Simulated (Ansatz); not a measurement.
## I (Fmmm)

These are results of Ansatz 0.2.0, DFT r2SCAN, scalar-relativistic, plane waves, PAW, not measurements.

Plane waves to 500 eV, a k mesh through Γ of 14×14×14 on the computed 1-atom cell and Gaussian smearing (0.10 eV); no spin polarisation.

The structure is relaxed at this level of theory with its symmetry kept. This form isn't the element's structure at ambient conditions.

It takes space group Fmmm (No. 69, orthorhombic). The conventional cell has a = 4.557 Å, b = 4.566 Å, c = 7.884 Å, α = 90.00°, β = 90.00°, γ = 90.00°. I (site symmetry mmm) has 4 I at 3.23 Å as nearest neighbours.

* Volume per atom: 41.02 Å³
* Formation energy from the elements' standard states (uncorrected): +0.142 eV/atom
* Generalised Kohn–Sham band gap: none (metal)
* Density of states at the Fermi level: 0.50 states/eV per cell
* Löwdin character within 0.5 eV of the Fermi level: I 5p 97 %
* Bader charges (e): I (1 in the cell) 0.00

Spin-orbit coupling is left out, which matters for the bands of heavy elements. Each cell of I holds layers, and where no dispersion correction was added their binding is poorly described. Spin polarisation was left out, and a magnetic state may lie lower.